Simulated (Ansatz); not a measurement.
NaCl built on the rocksalt prototype, relaxed with r2SCAN in Ansatz 0.2.0. Space group Fm-3m (No. 225), cubic; a = 5.605 Å in the conventional setting, 22.02 Å³ an atom. Around Na lie 6 Cl at 2.80 Å; around Cl lie 6 Na at 2.80 Å.

The axes x, y and z are those of this cell:
```xyz
2
Lattice="0.0000 2.8027 2.8027 2.8027 0.0000 2.8027 2.8027 2.8027 0.0000" Properties=species:S:1:pos:R:3 pbc="T T T"
Na    0.0000    0.0000    0.0000
Cl    2.8027    2.8027    2.8027
```

Unstrained: The PBE gap is direct at Γ: 5.180 eV. r2SCAN gives a direct gap of 5.975 eV at Γ. The HSE06 gap is direct at Γ: 6.559 eV. Meshes: PBE 8×8×8, r2SCAN 8×8×8, HSE06 6×6×6. Strains are changes of length per length, and xy shears are angles. After each strain the atoms were relaxed again with r2SCAN within the symmetry that the strain leaves, so tilts or polar shifts that break it weren't tested; points keep the names that they have in the unstrained zone. Calculated for a static, non-magnetic cell.

**Question.** Apply xy shear, engineering strain (angle) -2.5 %. How far does the gap move, against the unstrained cell?

**Answer.** PBE: the gap goes from 5.180 to 5.129 eV (-0.051 eV); with r2SCAN the top three valence levels at Γ, degenerate before, become 1+1+1 from the top over 98 meV. r2SCAN: the gap goes from 5.975 to 5.923 eV (-0.052 eV). HSE06: the gap goes from 6.559 to 6.507 eV (-0.052 eV). The r2SCAN energy rises by 0.6 meV an atom.

**Question.** Estimate what epitaxial +4.0 % in the plane normal to [111], free normal strain -3.19 % does to the gap.

**Answer.** PBE: the gap goes from 5.180 to 4.817 eV (-0.363 eV); with r2SCAN the top three valence levels at Γ, degenerate before, become 1+2 from the top over 239 meV. r2SCAN: the gap goes from 5.975 to 5.593 eV (-0.382 eV). HSE06: the gap goes from 6.559 to 6.177 eV (-0.382 eV). The r2SCAN energy rises by 9.7 meV an atom.

**Question.** One strain changed the r2SCAN stress by xx +0.58, yy +0.58, zz +0.58, xy +0.18, xz +0.18, yz +0.18 GPa (compression positive) and the gap by +0.027 eV (PBE), +0.032 eV (r2SCAN), +0.032 eV (HSE06). Which kind of strain was it, and roughly how large?

**Answer.** Uniaxial -2.0 % along [111], other directions held. The pattern of the stress gives the kind; the size needs the stiffness, so it is an estimate.

**Question.** For epitaxial -1.5 % in the xy plane, how far does the free direction move, and what happens to the gap?

**Answer.** The normal strain at zero normal stress is +0.75 %, 0.50 of the in-plane strain with the sign turned. PBE: the gap goes from 5.180 to 5.262 eV (+0.082 eV); with r2SCAN the top three valence levels at Γ, degenerate before, become 1+2 from the top over 14 meV. r2SCAN: the gap goes from 5.975 to 6.065 eV (+0.090 eV). HSE06: the gap goes from 6.559 to 6.646 eV (+0.087 eV).

**Question.** Apply epitaxial +0.5 % in the xy plane, free normal strain -0.21 %. How far does the gap move, against the unstrained cell?

**Answer.** PBE: the gap goes from 5.180 to 5.147 eV (-0.033 eV). r2SCAN: the gap goes from 5.975 to 5.941 eV (-0.034 eV). HSE06: the gap goes from 6.559 to 6.524 eV (-0.035 eV). The r2SCAN energy rises by 0.2 meV an atom.

The meshes of the hybrids are coarse, so their gaps aren't converged to the digits shown.

The splittings at Γ are without spin-orbit coupling, which regroups them where it is of like size or larger.
